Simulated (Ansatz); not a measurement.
**Ca: band structure with PBE**

The system is Ca.

```
Ca
1.0
     0.00000    2.79420    2.79420
     2.79420    0.00000    2.79420
     2.79420    2.79420    0.00000
Ca
1
Direct
  0.00000 0.00000 0.00000
```

```
Program                             : Ansatz 0.2.0
Task                                : band structure
Functional                          : PBE
Potentials or basis                 : Ansatz PAW earlier set
Cutoff                              : 620 eV
Density cutoff                      : 2480 eV
k mesh                              : 8 × 8 × 8
Occupations                         : fermi-dirac, width 0.05 eV
Spin                                : no spin polarisation
Path                                : [["G", "X", "W", "K", "G", "L", "U", "W", "L", "K"], ["U", "X"]]
Points for each segment of the path : 14
```

```yaml
Pressure: -0.6 GPa
Band_gap_on_the_k_mesh: none (metal or under the smearing width)
```

Levels at the corners of the path, in eV from the Fermi level:
| point | band 2 | band 3 | band 4 | band 5 | band 6 | band 7 | band 8 | band 9 |
| --- | --- | --- | --- | --- | --- | --- | --- | --- |
| Γ | -22.98 | -22.98 | -22.98 | -3.92 | 2.33 | 2.33 | 2.33 | 3.36 |
| X | -23.09 | -23.02 | -23.02 | -0.38 | 0.64 | 0.95 | 4.01 | 4.19 |
| W | -23.06 | -23.06 | -23.03 | 0.26 | 0.72 | 0.72 | 2.52 | 4.19 |
| K | -23.07 | -23.05 | -23.02 | 0.09 | 0.46 | 0.83 | 3.22 | 3.93 |
| Γ | -22.98 | -22.98 | -22.98 | -3.92 | 2.33 | 2.33 | 2.33 | 3.36 |
| L | -23.10 | -23.00 | -23.00 | -0.93 | -0.14 | 2.23 | 2.23 | 4.02 |
| U | -23.07 | -23.05 | -23.02 | 0.09 | 0.46 | 0.83 | 3.22 | 3.93 |
| W | -23.06 | -23.06 | -23.03 | 0.26 | 0.72 | 0.72 | 2.52 | 4.19 |
| L | -23.10 | -23.00 | -23.00 | -0.93 | -0.14 | 2.23 | 2.23 | 4.02 |
| K | -23.07 | -23.05 | -23.02 | 0.09 | 0.46 | 0.83 | 3.22 | 3.93 |
| U | -23.07 | -23.05 | -23.02 | 0.09 | 0.46 | 0.83 | 3.22 | 3.93 |
| X | -23.09 | -23.02 | -23.02 | -0.38 | 0.64 | 0.95 | 4.01 | 4.19 |

Wall time 2.1 s on 2 threads of Arm Neoverse V2, with other jobs on the host, peak memory 0.31 GiB.
